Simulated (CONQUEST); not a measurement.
TePb in CONQUEST: convergence with k mesh

The system is TePb.

```
Pb Te
1.0
     4.56932    0.00000    0.00000
     0.00000    4.56932    0.00000
     0.00000    0.00000    6.46200
Pb Te
2 2
Direct
  0.49117 0.49629 0.49686
  0.99117 0.99629 0.99686
  0.01934 0.02943 0.49852
  0.51934 0.52943 0.99852
```

The cell isn't the ideal one: atoms moved at random.

- Program: CONQUEST 1.3
- Task: convergence study
- Functional: PBEsol
- Potentials or basis: PseudoDojo NC PBEsol, DZP, grid cutoff 120 Ha
- k mesh: 1 × 1 × 1
- Occupations: fermi-dirac, width 0.05 eV
- Spin: no spin polarisation

These are the settings of the first run; the series varies k mesh, with any setting tied to it.

Hardware: 1 thread of AMD EPYC 7B13 (Zen 3) (shared host).

Task: The values tried are 1 × 1 × 1, 2 × 2 × 1, 2 × 2 × 2, 3 × 3 × 2, 4 × 4 × 3, 5 × 5 × 4, 6 × 6 × 4, 7 × 7 × 5, 9 × 9 × 6, loosest first. From which on does the energy stay within 1 meV/atom of the tightest run that finished?

Result: From 5 × 5 × 4 on.

```
   k mesh  energy less the tightest run, at zero smearing (meV/atom)  pressure (GPa)  largest force (eV/Å)  gap on the mesh (eV)  SCF cycles  CPU time (s)  peak memory (GiB)
1 × 1 × 1                                                    -219.64            3.27                 1.458                 4.350           7            31               0.83
2 × 2 × 1                                                    -472.63           -2.17                 0.267                 2.351           6            31               0.83
2 × 2 × 2                                                     430.72            3.56                 0.726                 0.828           7            33               0.83
3 × 3 × 2                                                      67.93            0.75                 0.150                 1.589           6            33               0.83
4 × 4 × 3                                                     -13.43            0.29                 0.227                 1.401           6            38               0.82
5 × 5 × 4                                                      -0.08            0.37                 0.231                 1.257           6            42               0.83
6 × 6 × 4                                                       0.32            0.38                 0.240                 0.913           6            51               0.83
7 × 7 × 5                                                      -0.52            0.38                 0.251                 1.192           6            54               0.83
9 × 9 × 6                                                       0.00            0.39                 0.256                 1.080           6            85               0.82
```

Against the tightest run, the pressure stays within 0.1 GPa from 4 × 4 × 3 on; the largest force stays within 0.005 eV/Å from 7 × 7 × 5 on. Not settled before the last step: the gap on the mesh (to 0.01 eV). Meshes of other sizes hit other points, so gaps and Fermi surfaces needn't settle smoothly. The tightest run that finished is the yardstick and may itself not be fully converged.

Caveat, for the tightest run too: spin-orbit coupling is left out, which as a rule narrows the gap of such compounds by several tenths of an eV; an odd mesh through Γ misses points on the zone boundary, where band edges often lie; the basis of atomic orbitals isn't converged, which shifts pressures, moduli and gaps.
